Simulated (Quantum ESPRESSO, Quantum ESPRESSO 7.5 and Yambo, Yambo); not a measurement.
# Quasiparticle gap of KI (Fm-3m) in Yambo

How does a plane-wave GW calculation on KI (Fm-3m) run from the first input to the gap?

Calculated with Quantum ESPRESSO 7.5 and Yambo 5.3.0; PBE and many-body steps on it, plane waves.

Report form: the programs' logs are mostly left out.

### Step 1. The starting structure

The structure is cubic, space group Fm-3m (No. 225). Conventional cell: a = 7.066 Å, b = 7.066 Å, c = 7.066 Å, α = 90.00°, β = 90.00°, γ = 90.00°. Nearest to K lie 6 I at 3.53 Å. Nearest to I lie 6 K at 3.53 Å. Farther neighbours and most contacts between anions are not listed.

The cell and positions come from the Crystallography Open Database and are kept as given unless a step says otherwise. Spin-orbit coupling is left out unless a step names it.

### Step 2. Ground state

This step: Quantum ESPRESSO 7.5; DFT, PBE, plane waves, norm-conserving pseudopotentials.

The ground-state density comes first.

The input, pw.in:

```
&control
  calculation = 'scf'
  prefix = 'x'
  outdir = 'o'
  pseudo_dir = 'pseudo'
/
&system
  ibrav = 0
  nat = 2
  ntyp = 2
  ecutwfc = 76.0
  nbnd = 22
  force_symmorphic = .true.
/
&electrons
  conv_thr = 1e-10
  electron_maxstep = 80
  mixing_beta = 0.5
/
ATOMIC_SPECIES
  K 39.098 K.upf
  I 126.9 I.upf
CELL_PARAMETERS angstrom
  0.0000000000 3.5327750000 3.5327750000
  3.5327750000 0.0000000000 3.5327750000
  3.5327750000 3.5327750000 -0.0000000000
ATOMIC_POSITIONS crystal
  K 0.0000000000 0.0000000000 0.0000000000
  I 0.5000000000 0.5000000000 0.5000000000
K_POINTS automatic
  6 6 6 0 0 0
```

Run with:

```console
> OMP_NUM_THREADS=1 mpirun -n 4 pw.x -nk 4 -in pw.in > pw.out
```

Elapsed: 19 s, on 4 MPI ranks of Intel Xeon Platinum 8259CL at 2.50GHz (Skylake/Cascade Lake), shared host; peak memory 0.39 GiB; 76 s of CPU time.

Numbers from this step:

| Quantity | Value |
| --- | --- |
| total energy | -9328.9075 eV |
| gap | 3.968 eV |
| k of the valence top | 0, 0, 0 |
| k of the conduction bottom | 0, 0, 0 |
| least direct gap | 3.968 eV |

The gap is direct, at Γ.

### Step 3. Bands along the symmetry lines

Levels along a band path, at the cheap level, show where the edges lie and whether the meshes to come will hold them.

The input, pw.in:

```
&control
  calculation = 'bands'
  prefix = 'x'
  outdir = 'o'
  pseudo_dir = 'pseudo'
/
&system
  ibrav = 0
  nat = 2
  ntyp = 2
  ecutwfc = 76.0
  nbnd = 23
  force_symmorphic = .true.
/
&electrons
  conv_thr = 1e-9
  electron_maxstep = 80
  diago_full_acc = .true.
  diago_thr_init = 5e-6
/
ATOMIC_SPECIES
  K 39.098 K.upf
  I 126.9 I.upf
CELL_PARAMETERS angstrom
  0.0000000000 3.5327750000 3.5327750000
  3.5327750000 0.0000000000 3.5327750000
  3.5327750000 3.5327750000 -0.0000000000
ATOMIC_POSITIONS crystal
  K 0.0000000000 0.0000000000 0.0000000000
  I 0.5000000000 0.5000000000 0.5000000000
K_POINTS crystal
  50
  0.00000000 0.00000000 0.00000000 1
  0.06250000 0.00000000 0.06250000 1
  0.12500000 0.00000000 0.12500000 1
  0.18750000 0.00000000 0.18750000 1
  0.25000000 0.00000000 0.25000000 1
  0.31250000 0.00000000 0.31250000 1
  0.37500000 0.00000000 0.37500000 1
  0.43750000 0.00000000 0.43750000 1
  0.50000000 0.00000000 0.50000000 1
  0.51562500 0.03125000 0.51562500 1
  0.53125000 0.06250000 0.53125000 1
  0.54687500 0.09375000 0.54687500 1
  0.56250000 0.12500000 0.56250000 1
  0.57812500 0.15625000 0.57812500 1
  0.59375000 0.18750000 0.59375000 1
  0.60937500 0.21875000 0.60937500 1
  0.62500000 0.25000000 0.62500000 1
  0.37500000 0.37500000 0.75000000 1
  0.32812500 0.32812500 0.65625000 1
  0.28125000 0.28125000 0.56250000 1
  0.23437500 0.23437500 0.46875000 1
  0.18750000 0.18750000 0.37500000 1
  0.14062500 0.14062500 0.28125000 1
  0.09375000 0.09375000 0.18750000 1
  0.04687500 0.04687500 0.09375000 1
  0.00000000 0.00000000 0.00000000 1
  0.06250000 0.06250000 0.06250000 1
  0.12500000 0.12500000 0.12500000 1
  0.18750000 0.18750000 0.18750000 1
  0.25000000 0.25000000 0.25000000 1
  0.31250000 0.31250000 0.31250000 1
  0.37500000 0.37500000 0.37500000 1
  0.43750000 0.43750000 0.43750000 1
  0.50000000 0.50000000 0.50000000 1
  0.50000000 0.46875000 0.53125000 1
  0.50000000 0.43750000 0.56250000 1
  0.50000000 0.40625000 0.59375000 1
  0.50000000 0.37500000 0.62500000 1
  0.50000000 0.34375000 0.65625000 1
  0.50000000 0.31250000 0.68750000 1
  0.50000000 0.28125000 0.71875000 1
  0.50000000 0.25000000 0.75000000 1
  0.50000000 0.21875000 0.71875000 1
  0.50000000 0.18750000 0.68750000 1
  0.50000000 0.15625000 0.65625000 1
  0.50000000 0.12500000 0.62500000 1
  0.50000000 0.09375000 0.59375000 1
  0.50000000 0.06250000 0.56250000 1
  0.50000000 0.03125000 0.53125000 1
  0.50000000 0.00000000 0.50000000 1
```

Elapsed: 20 s, on 4 MPI ranks; peak memory 0.33 GiB; 80 s of CPU time.

This step gave:

| Item | Value |
| --- | --- |
| gap | 3.968 eV |
| k of the valence top | 0, 0, 0 |
| k of the conduction bottom | 0, 0, 0 |
| least direct gap | 3.968 eV |

The gap is 3.968 eV, as in the run before at this level.

Electronic bands along the path, in eV, zero at the top of the highest filled band:

```
    point  band 14  band 15  band 16  band 17  band 18  band 19  band 20  band 21
        Γ   -10.52     0.00     0.00     0.00     3.97     6.52     6.52     6.52
  halfway   -10.39    -0.78    -0.20    -0.20     5.30     5.55     7.63     7.91
        X   -10.38    -0.99    -0.36    -0.36     4.96     5.79     8.12     8.71
  halfway   -10.36    -0.96    -0.49    -0.37     5.16     6.02     8.23     8.34
        U   -10.32    -0.85    -0.75    -0.38     5.63     6.66     7.63     8.28
jump to K   -10.32    -0.85    -0.75    -0.38     5.63     6.66     7.63     8.28
  halfway   -10.34    -0.87    -0.30    -0.24     5.55     6.31     7.22     7.43
        Γ   -10.52     0.00     0.00     0.00     3.97     6.52     6.52     6.52
  halfway   -10.38    -0.76    -0.18    -0.18     5.06     6.59     7.13     7.13
        L   -10.24    -1.31    -0.33    -0.33     5.54     7.71     8.19     8.19
  halfway   -10.28    -1.10    -0.54    -0.39     6.05     6.87     7.40     8.28
        W   -10.32    -0.72    -0.72    -0.60     6.48     6.48     6.66     8.19
  halfway   -10.35    -0.92    -0.48    -0.48     5.38     6.19     7.89     8.33
        X   -10.38    -0.99    -0.36    -0.36     4.96     5.79     8.12     8.71
```

### Step 4. Empty states on the mesh, 4×4×4 mesh, 384 bands

The sums over transitions need many empty states on a uniform mesh; this step solves for them.

The input, pw.in:

```
&control
  calculation = 'nscf'
  prefix = 'x'
  outdir = 'o'
  pseudo_dir = 'pseudo'
/
&system
  ibrav = 0
  nat = 2
  ntyp = 2
  ecutwfc = 76.0
  nbnd = 384
  force_symmorphic = .true.
/
&electrons
  conv_thr = 1e-9
  electron_maxstep = 80
  diago_full_acc = .true.
  diago_thr_init = 5e-6
/
ATOMIC_SPECIES
  K 39.098 K.upf
  I 126.9 I.upf
CELL_PARAMETERS angstrom
  0.0000000000 3.5327750000 3.5327750000
  3.5327750000 0.0000000000 3.5327750000
  3.5327750000 3.5327750000 -0.0000000000
ATOMIC_POSITIONS crystal
  K 0.0000000000 0.0000000000 0.0000000000
  I 0.5000000000 0.5000000000 0.5000000000
K_POINTS automatic
  4 4 4 0 0 0
```

Run time: 97 s. Hardware: 4 MPI ranks; peak memory 1.2 GiB.

Numbers from this step:

```
gap                                                           : 3.968 eV
k of the valence top                                          : 0, 0, 0
k of the conduction bottom                                    : 0, 0, 0
least direct gap                                              : 3.968 eV
k points computed                                             : 8
lowest point of the top converged band, above the valence top : 142.3339 eV
```

On this mesh the gap is 3.968 eV.

### Step 5. Conversion and set-up

This step: Yambo 5.3.0; conversion and set-up on PBE, plane waves, norm-conserving pseudopotentials.

The states are converted to the many-body program's format and the q mesh is built.

Run with:

```console
> (cd o/x.save; p2y > p2y.log; mv SAVE ../..); yambo > setup.log
```

It took 6.4 s on 1 MPI rank; peak memory 0.26 GiB.

### Step 6. Screening and self-energy, 4×4×4 mesh, 167 bands, screening to 156.5 eV

G0W0 replaces the xc potential by the self-energy, built once from these orbitals. Only a window of levels is corrected, while the sums run over the empty bands that the input names.

This step: G0W0 on PBE, plane waves, norm-conserving pseudopotentials.

The input, gw2.in:

```
HF_and_locXC
gw0
dyson
ppa
em1d
rim_cut
RandQpts= 1000000
RandGvec= 1 RL
EXXRLvcs= 76 Ry
VXCRLvcs= 304 Ry
Chimod= "HARTREE"
% BndsRnXp
 1 | 167 |
%
NGsBlkXp= 11.5 Ry
% LongDrXp
 1 | 1 | 1 |
%
% GbndRnge
 1 | 167 |
%
DysSolver= "n"
ExtendOut
PPAPntXp= 27.21138 eV
% QPkrange
 1 | 1 | 16 | 19 |
%
```

Run with:

```console
> OMP_NUM_THREADS=1 mpirun -n 4 yambo -F gw2.in -J gw2 -C gw2 > gw2.log
```

The job ended after 12 min (4 MPI ranks; peak memory 2.2 GiB).

This step gave:

```yaml
g0w0_gap_on_the_points_computed: 6.052 eV
starting_gap_on_the_mesh: 3.968 eV
k_of_the_valence_top: 0, 0, 0
k_of_the_conduction_bottom: 0, 0, 0
least_direct_g0w0_gap_on_the_computed_points: 6.052 eV
z_at_the_valence_top: 0.8260
z_at_the_conduction_bottom: 0.8630
```

The gap on the mesh goes from 3.97 eV to 6.05 eV, a correction of +2.08 eV.

Limits: finite bands, cutoff and mesh; no spin-orbit coupling. v1 is the top filled band, c1 the lowest empty one. Levels before and after the correction, in eV, zero at the valence-band top of each column:

```
           conduction bottom  valence top
Kohn-Sham               3.97         0.00
     G0W0               6.05         0.00
```

```
             level  energy (eV)
Kohn-Sham  Γ v2-v1        0.000
Kohn-Sham     Γ c1        3.968
Kohn-Sham     Γ c2        6.523
     G0W0  Γ v2-v1        0.000
     G0W0     Γ c1        6.052
     G0W0     Γ c2        9.227
```

### Step 7. Where the time went

Times are wall times on the hardware named with each run, good to a factor of about two.

```
                          step    time  share  memory (GiB)
                  ground state    19 s    2 %          0.39
bands along the symmetry lines    20 s    2 %          0.33
      empty states on the mesh    97 s   11 %           1.2
         conversion and set-up   6.4 s    1 %          0.26
     screening and self-energy  12 min   84 %           2.2
```

### Step 8. What came out

| Property | Result |
| --- | --- |
| PBE gap | 3.97 eV, direct |
| G0W0 gap on the mesh | 6.05 eV |
| GW settings | 4×4×4 mesh, 167 bands, screening to 156.5 eV, Godby-Needs plasmon pole |
| known limits | not at the basis limit; no spin-orbit coupling |

**Reading.** G0W0 moves the gap on the mesh from 3.97 eV to 6.05 eV (+2.08 eV), with Z of 0.83 and 0.86 at the edges. Only 1 of the mesh's irreducible points was corrected, so a valley elsewhere could overtake. The dearest step here is «screening and self-energy». Bands and cutoff are finite, so the gap is not at the basis limit. The miss can reach some tenths of an eV and take either sign; the mesh is an error of its own. In the G0W0 run levels were corrected at 1 k point alone, so a gap called «on the mesh» is the least over those, and an edge elsewhere would be missed. The many-body steps are scalar-relativistic: spin-orbit coupling is not in them.

[Paths, hosts, dates, memory and timing lines, banners, echoed tables and standing remarks are left out of the program output.]

[Logs are printed without paths, hosts, clocks, repeated set-up lines and the standing remarks that a program may print on its own settings, such as how far it seeks lower states.]

[Runs of the session that timed out or met a known fault of the program may be left out.]

[Hosts, paths, dates, database ids (printed as entryN), source tags and the programs' standing remarks are cut or masked in the printed files.]
